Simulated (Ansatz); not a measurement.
# GaSb (F-43m) in Ansatz: notebook

The runs below take GaSb through band structure, with revPBE, BLYP.

Program: Ansatz 0.2.0. These are calculated values, not measurements. Logs are shortened: lines on timing, memory, paths and dates and some standing lists are left out, and cuts for length are marked.

**Measured values to compare with.**

A printed reference work, data compilation reports, for a bulk crystal of GaSb at 4.2 K: band gap 0.811 eV (direct).

How close the calculation comes is told below.

### Step 1. Starting point

It takes space group F-43m (No. 216, cubic). Conventional cell: a = 6.118 Å, b = 6.118 Å, c = 6.118 Å, α = 90.00°, β = 90.00°, γ = 90.00°. Around Sb (site symmetry -43m) lie 4 Ga at 2.65 Å. Around Ga (site symmetry -43m) lie 4 Sb at 2.65 Å.

### Step 2. Band structure, revPBE

The input, input.yaml:

```yaml
crystal:
  lattice:
    - [0.0, 3.059, 3.059]
    - [3.059, 0.0, 3.059]
    - [3.059, 3.059, 0.0]
  atoms:
    - { symbol: Sb, position: [0.75, 0.75, 0.75] }
    - { symbol: Ga, position: [0.0, 0.0, 0.0] }
hamiltonian:
  xc: revpbe
  pseudopotentials: { kind: paw }
kpoints:
  mp_grid: { grid: [8, 8, 8] }
  band_path:
    path:
      - [[0.0, 0.0, 0.0], [0.5, 0.0, 0.5], [0.5, 0.25, 0.75], [0.375, 0.375, 0.75], [0.0, 0.0, 0.0], [0.5, 0.5, 0.5], [0.625, 0.25, 0.625], [0.5, 0.25, 0.75], [0.5, 0.5, 0.5], [0.375, 0.375, 0.75]]
      - [[0.625, 0.25, 0.625], [0.5, 0.0, 0.5]]
    npoints: 14
scf:
  occupations: { method: fermi_dirac, width: 0.05 }
  n_extra_bands: 6
output:
  forces: true
  stress: true
  eigenvalues: true
  fatbands: false
  write_density: true
  write_potential: true
  elf: true
  volumetric_format: npy
```

Potentials or basis: Ansatz PAW.

Started as:

```bash
ansatz run input.yaml --threads 2 --pin off --max-ram 5632MiB --backend cpu --events-out ev --progress --plain --runs-dir out
```

Standard output:

```text
Warning: RAYON_NUM_THREADS=2 ignored (pool sized by the plan → 2); use --threads N
scf.n_extra_bands = 6 over 14 filled bands (N_el = 28.0): the run solves 20 bands
Engine: ansatz 0.2.0, x86_64-unknown-linux-gnu
Pseudopotentials: kind: paw
Pseudopotential: Sb, paw, valence charge 15, recommended cutoff 420 eV (normal), Sb.paw.azcp
Pseudopotential: Ga, paw, valence charge 13, recommended cutoff 420 eV (normal), Ga.paw.azcp
Functional definition: revPBE
  parameter kappa = 1.245
  parameter beta = 0.06672455060314922
  exchange = pbe_x(kappa = kappa, mu = beta*pi^2/3)
  correlation = pbe_c(beta = beta)
Crystal: 2 atoms, lattice volume = 57.249 Å³
Basis set: ecut = 420 eV, 1139 PW (Γ), exchange–correlation on 60×60×60 points (8 copies of the dense FFT grid, shifted against one another)
Bands: 20, of which v1, the nominal top of the filled ones, is band 14 counted from 1 (13 counted from 0)
Symmetry: 24 space group operations
Space group: F-43m (ITA 216), of the structure as read, at distance tolerance 3.9e-5 Å
k-points: 29 of 512 (time reversal used)
Non-local potential: Sb, projectors of the file, l = 0: 2, l = 1: 2, l = 2: 2, l = 3: 2
Non-local potential: Ga, projectors of the file, l = 0: 2, l = 1: 2, l = 2: 3, l = 3: 1
PAW form: soft (Blöchl's): semilocal exchange-correlation on the pseudo side does not see the compensation charge
PAW frozen core: Sb, regenerated for the run's functional, and the local potential with it (the file was generated under x = pbe(κ = 0.804, μ = 0.2195149727645171), c = pbe(β = 0.06672455060314922))
PAW frozen core: Ga, regenerated for the run's functional, and the local potential with it (the file was generated under x = pbe(κ = 0.804, μ = 0.2195149727645171), c = pbe(β = 0.06672455060314922))
PAW one-centre angular grid: Sb, 590 points (default); XC on 64 Gauss nodes
PAW one-centre angular grid: Ga, 590 points (default); XC on 64 Gauss nodes
Initial density: superposition of atomic densities (neutral atoms: chi_scale 0, normalization atom), corrected by the library's trained network
Initial wavefunctions: pseudopotential atomic-orbital guess
Functional: x = revpbe(κ = 1.245, μ = 0.2195149727645171), c = pbe(β = 0.06672455060314922)
SCF iter   1: F=—  HF=-10277.999025 eV  |F-HF|=—  |Δ(HF+E_count)|=         —  Δρ=2.53e-3  dr2=1.64e-3  ethr=1.77e-3  ⟨swp⟩=6.3  Hψ=3077  notcnv=0
preconditioner: auto → Kerker (q_TF=auto, 2.422 Å⁻¹)  [metal: Δε(μ)=0.102 eV  Ē_g=16.145 eV  σ=0.050 eV  W_gap=0.42  n_scr=14 (ndim 8)  ℏωp=20.8 eV  f_vac=0.091  D(μ)=0.05/eV (n_scr^D=0)]
SCF iter   2: F=—  HF=-10277.997682 eV  |F-HF|=—  |Δ(HF+E_count)|=   1.34e-3  Δρ=7.13e-4  dr2=3.94e-4  ethr=5.86e-6  ⟨swp⟩=2.1  Hψ=1206  notcnv=0  defer=2
SCF iter   3: F=—  HF=-10277.997570 eV  |F-HF|=—  |Δ(HF+E_count)|=   1.12e-4  Δρ=5.48e-4  dr2=2.34e-4  ethr=1.41e-6  ⟨swp⟩=2.0  Hψ=683  notcnv=0  defer=2
SCF iter   4: F=—  HF=-10277.997580 eV  |F-HF|=—  |Δ(HF+E_count)|=   9.79e-6  Δρ=1.89e-4  dr2=3.67e-5  ethr=8.36e-7  ⟨swp⟩=2.0  Hψ=651  notcnv=0  defer=2
SCF iter   5: F=—  HF=-10277.997586 eV  |F-HF|=—  |Δ(HF+E_count)|=   6.41e-6  Δρ=7.82e-5  dr2=6.50e-6  ethr=1.31e-7  ⟨swp⟩=2.0  Hψ=645  notcnv=0  defer=2
SCF iter   6: F=—  HF=-10277.997598 eV  |F-HF|=—  |Δ(HF+E_count)|=   1.16e-5  Δρ=3.17e-5  dr2=1.02e-6  ethr=2.32e-8  ⟨swp⟩=2.0  Hψ=802  notcnv=0  defer=2
SCF iter   7: F=-10277.997602 eV  HF=-10277.997601 eV  |F-HF|=2.89e-7  |Δ(HF+E_count)|=   3.32e-6  Δρ=9.34e-6  dr2=6.22e-8  ethr=3.57e-10  ⟨swp⟩=10.6  Hψ=4356  notcnv=0
SCF 1 converged in 7 iterations: F = -10277.997602 eV  dr2 = 6.22e-8
NSCF: frozen V_eff on 142 k-points
SCF converged after 7 iterations
Free energy (F): -10277.997602 eV
Harris-Foulkes:  -10277.997601 eV  (|F-HF|=2.89e-7)
Internal energy: -10277.997196 eV  (E = F + TS)
E sigma→0 (E₀):  -10277.997399 eV
Entropy (-TS):   -0.000406 eV (-0.203 meV/atom)
Fermi energy:    7.881575 eV
--- Per-component energies (eV) ---
  E_band       = -258.549243
  E_kinetic    = 322.847364
  E_local      = -3913.613301  (includes V_loc(G=0)·N_el)
  E_nonlocal   = 786.792827
  E_hartree    = 1802.626144
  E_xc         = -207.511638
  E_vxc        = -153.721018  (∫ρ·V_xc dr)
  E_paw        = -6575.123079  (= ΣΔE_a)
  E_vpaw       = -906.106112  (= ΣTr[D̂ρ^β])
  E_aug_tail   = -0.000093  (compensation charges beyond the density's cutoff)
  E_ewald      = -2493.919138
  E_core_change = -0.096281  (= ΣΔE_core)
  E_smearing   = -0.000406  (= −TS)
  E_closure    = -0.000000  (closes the sum)
  Σ components = -10277.997602   (vs F -10277.997602, Δ=0.00e0)
--- Forces (eV/Å), atoms counted from 1 ---
  atom   1  Sb     0.00000000    -0.00000000    -0.00000000
  atom   2  Ga    -0.00000000     0.00000000     0.00000000
  max |Σ_I F_I| component: 0.00e0 eV/Å
--- Stress (GPa, compression-positive) ---
        3.466960       0.000000       0.000000
        0.000000       3.466960       0.000000
       -0.000000       0.000000       3.466960
  P = ⅓ Tr σ = 3.4670 GPa (34.670 kbar)
--- Band table (eV; the first three rows and the last of 29) ---
  k-point 0: bands = ["-20.9820", "-20.9820", "-20.9820", "-20.9629", "-20.9629", "-7.1992", "-7.1992", "-7.1992", "-7.1500", "-7.1500", "-3.6639", "7.7896", "7.7896", "7.7896", "7.8957", "10.5877", "10.5877", "10.5877", "13.7590", "16.5181"]
  k-point 1: bands = ["-20.9819", "-20.9815", "-20.9815", "-20.9628", "-20.9628", "-7.2035", "-7.1973", "-7.1973", "-7.1502", "-7.1502", "-3.5040", "5.8108", "7.5377", "7.5377", "8.8678", "10.9337", "10.9337", "11.2598", "14.5639", "15.6918"]
  k-point 2: bands = ["-20.9816", "-20.9805", "-20.9805", "-20.9626", "-20.9626", "-7.2136", "-7.1930", "-7.1930", "-7.1505", "-7.1505", "-3.0488", "3.7943", "7.0906", "7.0906", "8.6537", "11.4540", "11.4540", "13.0606", "15.1228", "15.4708"]
  k-point 28: bands = ["-20.9813", "-20.9797", "-20.9760", "-20.9634", "-20.9610", "-7.2392", "-7.1806", "-7.1760", "-7.1558", "-7.1507", "-1.1740", "1.1473", "4.4646", "4.6868", "11.5073", "12.1880", "12.2436", "12.6126", "17.7948", "18.0491"]
```

It took 5.1 s on 2 threads of AMD EPYC 7R43 (Zen 3), shared host; peak memory 0.4 GiB.

What came out:

* Free energy: -10277.9976 eV
* Pressure: 3.5 GPa
* Band gap on the k mesh: 0.11 eV, direct
* Band gap along the path: 0.11 eV, direct

Levels at the corners of the path, in eV from the valence-band top:
```
point  band 11  band 12  band 13  band 14  band 15  band 16  band 17  band 18
    Γ   -11.45     0.00     0.00     0.00     0.11     2.80     2.80     2.80
    X    -9.01    -6.77    -2.56    -2.56     0.97     1.33     8.75     8.75
    W    -8.96    -6.64    -3.33    -3.10     3.72     4.40     4.45     4.82
    K    -9.07    -6.59    -3.58    -2.18     1.47     3.93     6.67     6.85
    Γ   -11.45     0.00     0.00     0.00     0.11     2.80     2.80     2.80
    L    -9.83    -6.33    -1.15    -1.15     0.47     3.78     3.78     6.60
    U    -9.07    -6.59    -3.58    -2.18     1.47     3.93     6.67     6.85
    W    -8.96    -6.64    -3.33    -3.10     3.72     4.40     4.45     4.82
    L    -9.83    -6.33    -1.15    -1.15     0.47     3.78     3.78     6.60
    K    -9.07    -6.59    -3.58    -2.18     1.47     3.93     6.67     6.85
    U    -9.07    -6.59    -3.58    -2.18     1.47     3.93     6.67     6.85
    X    -9.01    -6.77    -2.56    -2.56     0.97     1.33     8.75     8.75
```

Caveat: spin-orbit coupling is left out, which moves the levels of the heavy elements; the PAW data sets come from PBE, with cores solved anew for the run's functional, which leaves a small shift of forces and pressure.

### Step 3. Band structure, BLYP

Changes to input.yaml since step 2:

```diff
@@ -9,3 +9,3 @@
 hamiltonian:
-  xc: revpbe
+  xc: blyp
   pseudopotentials: { kind: paw }
@@ -26,5 +26 @@
   fatbands: false
-  write_density: true
-  write_potential: true
-  elf: true
-  volumetric_format: npy
```

Potentials or basis: Ansatz PAW.

Started as:

```bash
ansatz run input.yaml --threads 2 --pin off --max-ram 5632MiB --backend cpu --events-out ev --progress --plain --runs-dir out
```

Run time: 4.9 s. Hardware: 2 threads of AMD EPYC 7R43 (Zen 3), shared host; peak memory 0.41 GiB.

It converged, with:

- Free energy: -10294.4795 eV
- Pressure: 5.3 GPa
- Band gap on the k mesh: none (metal or under the smearing width)

Levels at the corners of the path, in eV from the Fermi level:
```
point  band 11  band 12  band 13  band 14  band 15  band 16  band 17  band 18
    Γ   -11.54    -0.21    -0.04    -0.04    -0.04     2.79     2.79     2.79
    X    -9.14    -6.87    -2.57    -2.57     0.96     1.37     8.60     8.60
    W    -9.10    -6.75    -3.31    -3.09     3.59     4.40     4.44     4.88
    K    -9.20    -6.69    -3.56    -2.19     1.47     3.90     6.58     6.79
    Γ   -11.54    -0.21    -0.04    -0.04    -0.04     2.79     2.79     2.79
    L    -9.95    -6.39    -1.18    -1.18     0.34     3.80     3.80     6.68
    U    -9.20    -6.69    -3.56    -2.19     1.47     3.90     6.58     6.79
    W    -9.10    -6.75    -3.31    -3.09     3.59     4.40     4.44     4.88
    L    -9.95    -6.39    -1.18    -1.18     0.34     3.80     3.80     6.68
    K    -9.20    -6.69    -3.56    -2.19     1.47     3.90     6.58     6.79
    U    -9.20    -6.69    -3.56    -2.19     1.47     3.90     6.58     6.79
    X    -9.14    -6.87    -2.57    -2.57     0.96     1.37     8.60     8.60
```

Caveat: spin-orbit coupling is left out, which moves the levels of the heavy elements; the PAW data sets come from PBE, with cores solved anew for the run's functional, which leaves a small shift of forces and pressure.

### Step 4. Comparison with measurements

Step 2. A measured gap of GaSb is 0.811 eV (direct; 4.2 K; a printed reference work, data compilation); the calculated 0.11 eV misses it by -0.70 eV. Spin-orbit coupling on Ga, Sb is left out. The value is that of revPBE, without temperature or zero-point motion. Semilocal functionals fall short of measured gaps as a rule.

Step 3. Against the measured gap of GaSb, 0.811 eV (direct; 4.2 K; a printed reference work, data compilation), the calculated 0.00 eV is off by -0.81 eV. Spin-orbit coupling on Ga, Sb is left out. The value is that of BLYP on a finite k mesh, which can miss the band edges, without temperature or zero-point motion. Semilocal functionals fall short of measured gaps as a rule.
